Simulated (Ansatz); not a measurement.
## Ti$_{3}$Al (P6_3/mmc), symmetry broken, then relaxed

Method: DFT PBEsol, scalar-relativistic, plane waves, PAW in Ansatz. The runs took a 420 eV cutoff, a Γ-centred 6×6×8 mesh and Gaussian smearing (0.15 eV). No spin polarisation. Energies are free energies at this smearing, counted from the undisturbed cell; pressure is positive in compression.

Reference structure (relaxed at this level; it needn't be the usual structure):

```
Ti Al
1.0
     5.68780    0.00000    0.00000
    -2.84390    4.92578    0.00000
     0.00000    0.00000    4.60772
Ti Al
6 2
Direct
  0.83031 0.16969 0.25000
  0.66062 0.83031 0.75000
  0.83031 0.66062 0.25000
  0.16969 0.83031 0.75000
  0.33938 0.16969 0.25000
  0.16969 0.33938 0.75000
  0.33333 0.66667 0.25000
  0.66667 0.33333 0.75000
```

The atoms are displaced (Å, in the unstrained cell):

```csv
atom,ux,uy,uz
Ti1,-0.182,0.067,-0.087
Ti2,0.015,0.121,0.163
Ti3,-0.158,-0.229,0.074
Ti4,0.125,-0.227,-0.213
Ti5,-0.159,0.046,0.166
Ti6,-0.032,0.188,-0.035
Al7,0.157,-0.121,-0.026
Al8,0.233,0.154,-0.042
```

Cell and atoms are then relaxed.

Problem. Does the relaxation return to the undisturbed structure?

Solution. Yes (up to a choice of domain or origin): same space group and volume, and an energy 0.0 meV/atom from it. The disturbance itself cost 284.4 meV/atom. The final space group reads P6_3/mmc (tolerance 0.05 Å) and the volume changes by 0.01 %.

Final structure:

```
Ti Al
1.0
     5.68763    0.00002    0.00000
    -2.84380    4.92561    0.00001
     0.00000    0.00001    4.60862
Ti Al
6 2
Cartesian
  4.2404 0.8356 1.1522
  1.3965 4.0901 3.4565
  2.8438 3.2545 1.1521
  -1.3966 4.0900 3.4565
  1.4473 0.8356 1.1522
  0.0000 1.6712 3.4565
  0.0000 3.2837 1.1521
  2.8438 1.6419 3.4565
```

The relaxation, step by step (energy from the first step; small jumps at an unchanged geometry come where the plane waves are selected anew for the new cell):

```tsv
step	ΔE (meV/atom)	largest force component (eV/Å)	pressure (GPa)
1	0.0	2.913	6.04
2	-221.1	1.483	3.89
3	-283.5	0.124	0.15
4	-284.3	0.029	-0.18
5	-284.4	0.002	0.09
6	-284.4	0.000	0.00
7	-284.4	0.000	0.00
```

Frames along the relaxation (Å, eV/Å):

```xyz
8
Lattice="5.688 0.000 0.000 -2.844 4.926 0.000 0.000 0.000 4.608" Properties=species:S:1:pos:R:3:forces:R:3 pbc="T T T" step=1
Ti    4.059    0.902    1.065    1.062   -0.596    1.081
Ti    1.411    4.211    3.619    0.841   -0.500   -1.343
Ti    2.686    3.026    1.226    1.231    2.232   -0.590
Ti   -1.271    3.863    3.242   -0.381    2.913    1.286
Ti    1.289    0.882    1.318    0.672   -2.105   -1.113
Ti   -0.032    1.859    3.420    1.169   -1.520    0.266
Al    0.157    3.163    1.126   -1.854    1.458   -0.211
Al    3.077    1.796    3.414   -2.739   -1.882    0.625
8
Lattice="5.618 -0.041 -0.005 -2.845 4.878 0.000 -0.004 -0.002 4.625" Properties=species:S:1:pos:R:3:forces:R:3 pbc="T T T" step=2
Ti    4.078    0.828    1.133    0.549   -0.211    0.288
Ti    1.434    4.105    3.533    0.025   -0.203   -0.478
Ti    2.701    3.082    1.206    0.737    0.831   -0.311
Ti   -1.319    3.919    3.388   -0.378    1.483    0.522
Ti    1.321    0.766    1.206    0.129   -0.312   -0.438
Ti   -0.038    1.785    3.432    0.650   -1.236    0.144
Al    0.038    3.196    1.121   -0.646    0.490    0.100
Al    2.863    1.658    3.464   -1.067   -0.842    0.172
8
Lattice="5.665 -0.032 -0.002 -2.860 4.949 -0.002 -0.002 -0.003 4.615" Properties=species:S:1:pos:R:3:forces:R:3 pbc="T T T" step=3
Ti    4.210    0.802    1.146   -0.046    0.124    0.042
Ti    1.387    4.095    3.459   -0.077   -0.043   -0.002
Ti    2.815    3.247    1.155   -0.015   -0.108   -0.016
Ti   -1.405    4.106    3.455    0.031   -0.050    0.050
Ti    1.418    0.823    1.157    0.064   -0.010   -0.041
Ti   -0.016    1.668    3.454    0.070    0.096    0.033
Al   -0.015    3.286    1.157   -0.026   -0.009   -0.055
Al    2.820    1.629    3.461    0.000    0.000   -0.011
8
Lattice="5.688 -0.005 0.001 -2.848 4.929 -0.001 0.001 0.000 4.614" Properties=species:S:1:pos:R:3:forces:R:3 pbc="T T T" step=4
Ti    4.236    0.836    1.154    0.020   -0.029    0.001
Ti    1.397    4.093    3.461    0.008    0.001   -0.002
Ti    2.839    3.249    1.155    0.008    0.025   -0.008
Ti   -1.396    4.090    3.460   -0.011    0.005    0.002
Ti    1.443    0.830    1.154   -0.001    0.021   -0.004
Ti    0.002    1.675    3.459   -0.013   -0.023    0.004
Al   -0.001    3.285    1.153   -0.005   -0.002    0.002
Al    2.843    1.639    3.461   -0.005    0.002    0.004
8
Lattice="5.689 0.000 0.000 -2.844 4.926 0.000 0.000 0.000 4.604" Properties=species:S:1:pos:R:3:forces:R:3 pbc="T T T" step=5
Ti    4.241    0.836    1.151   -0.001    0.000    0.000
Ti    1.397    4.091    3.453   -0.002   -0.001    0.000
Ti    2.844    3.255    1.151    0.001   -0.001    0.000
Ti   -1.397    4.091    3.453    0.001   -0.001    0.000
Ti    1.447    0.836    1.151    0.001    0.001    0.000
Ti    0.000    1.671    3.453    0.000    0.001    0.000
Al    0.000    3.284    1.151    0.000    0.000    0.000
Al    2.844    1.642    3.453    0.000    0.000    0.000
8
Lattice="5.688 0.000 0.000 -2.844 4.926 0.000 0.000 0.000 4.609" Properties=species:S:1:pos:R:3:forces:R:3 pbc="T T T" step=6
Ti    4.240    0.836    1.152    0.000    0.000    0.000
Ti    1.397    4.090    3.456    0.000    0.000    0.000
Ti    2.844    3.254    1.152    0.000    0.000    0.000
Ti   -1.397    4.090    3.456    0.000    0.000    0.000
Ti    1.447    0.836    1.152    0.000    0.000    0.000
Ti    0.000    1.671    3.456    0.000    0.000    0.000
Al    0.000    3.284    1.152    0.000    0.000    0.000
Al    2.844    1.642    3.456    0.000    0.000    0.000
8
Lattice="5.688 0.000 0.000 -2.844 4.926 0.000 0.000 0.000 4.609" Properties=species:S:1:pos:R:3:forces:R:3 pbc="T T T" step=7
Ti    4.240    0.836    1.152    0.000    0.000    0.000
Ti    1.397    4.090    3.456    0.000    0.000    0.000
Ti    2.844    3.254    1.152    0.000    0.000    0.000
Ti   -1.397    4.090    3.456    0.000    0.000    0.000
Ti    1.447    0.836    1.152    0.000    0.000    0.000
Ti    0.000    1.671    3.456    0.000    0.000    0.000
Al    0.000    3.284    1.152    0.000    0.000    0.000
Al    2.844    1.642    3.456    0.000    0.000    0.000
```

Cost: 3 runs of about 5.7 core-minutes in all, on Intel Xeon 6975P-C (Granite Rapids) (shared hosts).